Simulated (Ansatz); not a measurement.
# ZnS at -1 GPa: from Born charge to LO–TO splitting and polaron coupling

The calculation used DFT LDA, scalar-relativistic, plane waves, PAW in Ansatz 0.2.0. Settings: 420 eV plane-wave cutoff, Γ-centred 10×10×10 mesh, fixed occupations. No spin polarisation. Phonons by linear response, acoustic sum rule imposed.

The cell, relaxed at -1 GPa:
Space group F-43m (No. 216). a = 5.317 Å, b = 5.317 Å, c = 5.317 Å, α = 90.00°, β = 90.00°, γ = 90.00°
```csv
atom,site,symmetry,x,y,z
Zn,4a,-43m,0.0000,0.0000,0.0000
S,4c,-43m,0.2500,0.2500,0.2500
```

Linear response gives ν_TO = 285.2 cm⁻¹, Born charges ±1.919 e (positive on Zn) and ε∞ = 6.189. The primitive cell holds 37.589 Å³, and the masses are 65.380 and 32.060 amu.

Problem. Find ν_LO and the static dielectric constant.

Solution. The long-wave field adds a restoring force: ω_LO² − ω_TO² = Z*²e²/(ε_vac ε∞ μV). In these units ν_LO² − ν_TO² = 4.92064×10⁷ Z*²/(μ V ε∞) cm⁻², with μ = m₁m₂/(m₁ + m₂) = 21.512 amu: 36223 cm⁻². So ν_LO = √(285.2² + 36223) = 342.8 cm⁻¹, and the run gives 342.8. Lyddane–Sachs–Teller then gives ε0 = ε∞ (ν_LO/ν_TO)² = 8.95, against 8.95 in the run (it forms both from the same three quantities, so the match checks the arithmetic only). Between ν_TO and ν_LO the dielectric function is negative and an undamped crystal reflects fully: a reststrahlen band from 29.2 to 35.1 μm.

Problem. What do the Clausius–Mossotti polarisability and the Szigeti charge come to?

Solution. With the Lorentz local field, α = (3V/4π)(ε∞ − 1)/(ε∞ + 2) = 5.69 Å³ for the pair, and e_S = 3Z*/(ε∞ + 2) = 0.70 e. The Born charge includes the electrons' response to the dipole's own local field, and e_S takes that enhancement out. The Lorentz field assumes point-like polarisable ions, a poor picture once ε∞ is this large, since the electron clouds then overlap or are shared, so both numbers are formal here.

Problem. How strongly does a slow electron couple to the LO mode?

Solution. For one isotropic parabolic band, Fröhlich's constant is α_F = (1/ε∞ − 1/ε0) √(m* Ry/ħω_LO), with Ry = 13.606 eV, ħω_LO = 42.5 meV and m* in free-electron masses: α_F = 0.0498 × 17.89 × √m* = 0.89 √m*. The band mass isn't part of this run; for m* = 0.1, 0.3 and 1 it gives 0.28, 0.49, 0.89. In weak coupling the polaron lies α_F ħω_LO below the band edge (21 meV at m* = 0.3) with a mass m*(1 + α_F/6); past α_F of about 5 or 6 that expansion fails. A semilocal functional's ε∞ tends to be too large, which taken alone lowers α_F.

Cost: 1 run of about 0.58 core-minutes, on Intel Xeon 6975P-C (Granite Rapids) (shared hosts).

The Born charge of 1.919 e lies close to the formal valence of Zn, but this doesn't make ZnS a fully ionic crystal. It is a dynamical charge, which includes the electron density that shifts through the polar-covalent Zn–S bonds as the sublattices move. Most of the static dielectric response is electronic. The fairly stiff bonds limit the lattice share, which keeps the Fröhlich coupling modest.

The LO–TO splitting is clearly smaller than that known for zincblende ZnS, mainly because the large ε∞ screens the long-range field too strongly. The TO mode is also somewhat too high, which narrows the splitting only slightly. Even under tension the cell remains smaller than the measured ambient one, so LDA overbinding probably stiffens the bonds.

The coupling estimate suits an electron in the s-like conduction-band minimum, where a light mass would place it in the weak-coupling regime. It doesn't carry over directly to holes, whose degenerate, anisotropic bands of mainly S 3p character call for a multiband treatment.
